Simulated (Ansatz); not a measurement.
**Deforming Ge**

```
CELL_PARAMETERS angstrom
3.99759 0.00000 0.00000
-1.99879 3.46201 0.00000
0.00000 0.00000 6.59938
ATOMIC_POSITIONS crystal
Ge 0.66667 0.33333 0.06290
Ge 0.33333 0.66667 0.56290
Ge 0.66667 0.33333 0.43710
Ge 0.33333 0.66667 0.93710
```

Atom numbers follow the list: Ge1, Ge2, Ge3, Ge4.

The conventional cell has a = 3.998 Å, b = 3.998 Å, c = 6.599 Å, α = 90.00°, β = 90.00°, γ = 120.00°. Around Ge (atom 1) lie 4 Ge at 2.45 to 2.47 Å.

Structure from Materials Project entry mp-1007760 (possibly hypothetical), not relaxed further.

These are results of DFT, PBE, all-electron LAPW, scalar-relativistic in Ansatz 0.2.0, not measurements.

The runs use a Γ-centred 11×11×6 k mesh, Fermi–Dirac smearing of 0.05 eV, basis error target 1 meV/atom, no spin polarisation.

The unchanged cell is at 2.91 GPa.

In a metal, stresses and small energies carry noise from the k mesh.

x, y and z are the Cartesian axes of the cell as listed; fractional coordinates follow a strain, and an engineering shear is twice the off-diagonal strain component.

(1) One change gave: energy change +1 meV/atom; stress change (xx, yy, zz, yz, xz, xy) 0.02, 0.02, 0.01, -0.49, -0.49, -0.70 GPa, compression positive; change of the force on Ge2 (-0.132, -0.055, 0.003) eV/Å. Which change was it?
A. equal xy, yz and zx engineering shear strains of +1 %
B. equal xy, yz and zx engineering shear strains of -1 %
C. equal xy, yz and zx engineering shear strains of -3 %
D. equal xy, yz and zx engineering shear strains of +2 %
E. equal xy, yz and zx engineering shear strains of +3 %
F. equal xy, yz and zx engineering shear strains of -2 %

## Answers

(1) A. For equal xy, yz and zx engineering shear strains of -2 %: energy change +5 meV/atom; stress change (xx, yy, zz, yz, xz, xy) 0.10, 0.08, 0.03, 0.98, 0.98, 1.40 GPa, compression positive; change of the force on Ge2 (0.289, 0.130, 0.012) eV/Å. For equal xy, yz and zx engineering shear strains of +3 %: energy change +11 meV/atom; stress change (xx, yy, zz, yz, xz, xy) 0.21, 0.18, 0.07, -1.45, -1.45, -2.08 GPa, compression positive; change of the force on Ge2 (-0.377, -0.148, 0.026) eV/Å. For equal xy, yz and zx engineering shear strains of -3 %: energy change +11 meV/atom; stress change (xx, yy, zz, yz, xz, xy) 0.22, 0.18, 0.06, 1.47, 1.47, 2.11 GPa, compression positive; change of the force on Ge2 (0.447, 0.205, 0.026) eV/Å. For equal xy, yz and zx engineering shear strains of -1 %: energy change +1 meV/atom; stress change (xx, yy, zz, yz, xz, xy) 0.03, 0.02, 0.01, 0.49, 0.49, 0.70 GPa, compression positive; change of the force on Ge3 (-0.140, -0.062, -0.003) eV/Å. For equal xy, yz and zx engineering shear strains of +2 %: energy change +5 meV/atom; stress change (xx, yy, zz, yz, xz, xy) 0.10, 0.08, 0.03, -0.97, -0.97, -1.39 GPa, compression positive; change of the force on Ge2 (-0.258, -0.105, 0.011) eV/Å.
